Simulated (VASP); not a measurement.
**SiO2 (fluorite), LDA relaxation of cell and atoms: VASP's output and Ansatz's**

POSCAR

```
Si O
 1.0000000000000000
     0.0000000000000000    2.2903635270075742    2.2903635270075742
     2.2903635270075742    0.0000000000000000    2.2903635270075742
     2.2903635270075742    2.2903635270075742   -0.0000000000000000
 Si  O
   1   2
Cartesian
  0.0000000000000000  0.0000000000000000  0.0000000000000000
  1.1451817635037871  1.1451817635037871  1.1451817635037871
  3.4355452905113619  3.4355452905113619  3.4355452905113619
```

VASP ran with the recommended LDA PAW datasets (16 valence electrons in the cell).

From OUTCAR

```
k-points           NKPTS =     29   k-points in BZ     NKDIM =     29   number of bands    NBANDS=     15

   NELECT =      16.0000    total number of electrons

   dimension x,y,z NGX =    28 NGY =   28 NGZ =   28
   dimension x,y,z NGXF=    56 NGYF=   56 NGZF=   56

  energy-cutoff  :      600.00
  volume of cell :       22.95
      direct lattice vectors                 reciprocal lattice vectors
     0.000000000  2.255533828  2.255533828    -0.221677012  0.221677012  0.221677012
     2.255533828  0.000000000  2.255533828     0.221677012 -0.221677012  0.221677012
     2.255533828  2.255533828  0.000000000     0.221677012  0.221677012 -0.221677012

 k-points in reciprocal lattice and weights: KPOINTS created by Atomic Simulation Env
   0.00000000  0.00000000  0.00000000       0.002
   0.12500000  0.00000000  0.00000000       0.016
   0.25000000  0.00000000  0.00000000       0.016
   0.37500000  0.00000000  0.00000000       0.016
   0.50000000  0.00000000  0.00000000       0.008
   0.12500000  0.12500000  0.00000000       0.012
   0.25000000  0.12500000  0.00000000       0.047
   0.37500000  0.12500000  0.00000000       0.047
   ...

 E-fermi :  10.0759

 k-point     1 :       0.0000    0.0000    0.0000
  band No.  band energies     occupation
      1     -13.2716      2.00000
      2      -5.9921      2.00000
      3       3.7222      2.00000
      4       3.7222      2.00000
      5       3.7222      2.00000
      6       7.3649      2.00000
      7       7.3649      2.00000
      8       7.3649      2.00000
      9      12.1075      0.00000
     10      15.4353      0.00000
     11      15.4353      0.00000
     12      15.4353      0.00000
     13      21.8759      0.00000
     14      21.8759      0.00000
     15      24.0029      0.00000

 k-point     2 :       0.1250    0.0000    0.0000
  band No.  band energies     occupation
      1     -13.0395      2.00000
      2      -6.3125      2.00000
      3       3.5586      2.00000
      4       3.7351      2.00000
      5       3.7351      2.00000
      6       6.6381      2.00000
      7       7.0699      2.00000
      8       7.0699      2.00000
      9      13.0634      0.00000
     10      15.5933      0.00000
     11      15.8522      0.00000
     12      15.8522      0.00000
     13      22.3167      0.00000
     14      22.3167      0.00000
     15      24.8560      0.00000

 k-point     3 :       0.2500    0.0000    0.0000
  band No.  band energies     occupation
      1     -12.3616      2.00000
      2      -7.2106      2.00000
      3       3.1400      2.00000
      4       3.8204      2.00000
      5       3.8204      2.00000
      6       5.5220      2.00000
      7       6.3457      2.00000
      8       6.3457      2.00000
      9      14.4662      0.00000
     10      16.6539      0.00000
     11      17.0407      0.00000
     12      17.0407      0.00000
     13      23.1970      0.00000
     14      23.1970      0.00000
     15      26.1743      0.00000

 k-point     4 :       0.3750    0.0000    0.0000
  band No.  band energies     occupation
      1     -11.2974      2.00000
      2      -8.5052      2.00000
      3       2.7170      2.00000
      4       4.0535      2.00000
      5       4.0535      2.00000
      6       4.7699      2.00000
      7       5.5256      2.00000
      8       5.5256      2.00000
      9      15.3714      0.00000
     10      18.4398      0.00000
     11      18.6795      0.00000
     12      18.6795      0.00000
     13      23.5370      0.00000
     14      23.5370      0.00000
     15      26.1153      0.00000

 k-point     5 :       0.5000    0.0000    0.0000
  band No.  band energies     occupation
      1     -10.0576      2.00000
      2      -9.8433      2.00000
      3       2.5482      2.00000
      4       4.3018      2.00000
      5       4.3018      2.00000
      6       4.5103      2.00000
      7       5.0471      2.00000
      8       5.0471      2.00000
      9      15.7641      0.00000
     10      19.3325      0.00000
     11      19.6909      0.00000
     12      19.6909      0.00000
     13      23.2532      0.00000
     14      23.2532      0.00000
     15      25.8092      0.00000

 k-point     6 :       0.1250    0.1250    0.0000
  band No.  band energies     occupation
      1     -12.9646      2.00000
      2      -6.3780      2.00000
      3       3.2433      2.00000
      4       3.2433      2.00000
      5       4.5631      2.00000
      6       5.4172      2.00000
      7       7.5867      2.00000
      8       7.5867      2.00000
      9      13.0529      0.00000
     10      14.8845      0.00000
     11      16.3919      0.00000
     12      16.3919      0.00000
     13      22.3103      0.00000
     14      22.5246      0.00000
     15      25.1915      0.00000

 ...

  Total        0.0096435      0.0096435      0.0096435      0.0000000      0.0000000      0.0000000
  in kB        0.6732346      0.6732346      0.6732346      0.0000000      0.0000000      0.0000000
  external PRESSURE =       0.6732346 kB  Pullay stress =       0.0000000 kB

 POSITION                                       TOTAL-FORCE (eV/Angst)
 -----------------------------------------------------------------------------------
      0.00000      0.00000      0.00000        -0.000000     -0.000000     -0.000000
      1.12777      1.12777      1.12777         0.000000      0.000000      0.000000
      3.38330      3.38330      3.38330        -0.000000     -0.000000     -0.000000
 -----------------------------------------------------------------------------------
    total drift:                                0.000000      0.000000      0.000000

  FREE ENERGIE OF THE ION-ELECTRON SYSTEM (eV)
  ---------------------------------------------------
  free  energy   TOTEN  =       -22.7314497299 eV

  energy  without entropy=      -22.7314497299  energy(sigma->0) =      -22.73144973
```

The two codes use different PAW datasets and cutoffs. VASP's cell holds 16 valence electrons and Ansatz's 16. LDA means the Perdew–Zunger form with relativistic exchange in VASP and the Perdew–Wang form in Ansatz.

Task: What does Ansatz give for the same cell and level of theory?

Result: relaxed cell vector lengths 3.188, 3.188, 3.188 Å; relaxed cell volume 22.91 Å³.

Ansatz printed

```
basis re-selected at this cell: Δ(F+E_penalty+E_count) = +7.181e-4 eV, ΔP = -0.014 GPa vs the last step (what re-selecting the basis moved, of the pressure what is left beyond the Pulay correction that the steps carried, after the strain that the cell walked since its last selection, with what the two solves' SCF thresholds leave and, on support functions, any second-order correction that the steps lacked; it is no measure of the basis error at this ecutwfc). This SCF's stress stands 1.73e-2 GPa from its target on what of the cell is left free (relax.cell.stress_tol is 5.00e-2 GPa) and its largest allowed force component is 4.47e-17 eV/Å (relax.f_tol is 5.00e-3 eV/Å): within both
SCF converged after 8 iterations
Free energy (F): -1719.427598 eV
Harris-Foulkes:  -1719.427598 eV  (|F-HF|=2.27e-13)
Internal energy: -1719.427598 eV  (E = F + TS)
E sigma→0 (E₀):  -1719.427598 eV
Fermi energy:    12.874719 eV
--- Per-component energies (eV) ---
  E_band       = 52.361575
  E_kinetic    = 404.041615
  E_local      = -579.924608  (includes V_loc(G=0)·N_el)
  E_nonlocal   = 121.770085
  E_hartree    = 211.164113
  E_xc         = -203.022641
  E_vxc        = -238.244620  (∫ρ·V_xc dr)
  E_paw        = -781.115820  (= ΣΔE_a)
  E_vpaw       = -77.614200  (= ΣTr[D̂ρ^β])
  E_aug_tail   = 0.005075  (compensation charges beyond the density's cutoff)
  E_ewald      = -892.623591
  E_core_change = 0.278174  (= ΣΔE_core)
  E_smearing   = -0.000000  (= −TS)
  E_closure    = 0.000000  (closes the sum)
  Σ components = -1719.427598   (vs F -1719.427598, Δ=0.00e0)
--- Forces (eV/Å), atoms counted from 1 ---
  atom   1  Si    -0.00000000    -0.00000000    -0.00000000
  atom   2  O     -0.00000000    -0.00000000    -0.00000000
  atom   3  O      0.00000000     0.00000000     0.00000000
  max |Σ_I F_I| component: 1.62e-17 eV/Å
--- Stress (GPa, compression-positive) ---
       -0.017324      -0.000000      -0.000000
       -0.000000      -0.017324      -0.000000
       -0.000000      -0.000000      -0.017324
  P = ⅓ Tr σ = -0.0173 GPa (-0.173 kbar)
--- Relaxed structure (5 steps of the walk, 5 accepted, 2 SCFs on fresh bases) ---
  F+E_penalty+E_count = -1719.42759756 eV   max|allowed force component| = 4.472e-17 eV/Å   (the final SCF, on the basis selected at the relaxed cell)
  cell:  # Å, volume = 22.9053 Å³
    - [-1.7833802115134557e-34, 2.2540773326469603, 2.2540773326469603]
    - [2.2540773326469603, 9.299053960034453e-34, 2.2540773326469603]
    - [2.2540773326469603, 2.2540773326469603, 2.1655331139806256e-34]
  atoms:
    - { symbol: Si, position: [1.553176924641076e-34, -4.0937121768703585e-34, 1.57908102737248e-35] }
    - { symbol: O, position: [0.25, 0.25, 0.25] }
    - { symbol: O, position: [0.75, 0.75, 0.75] }
```
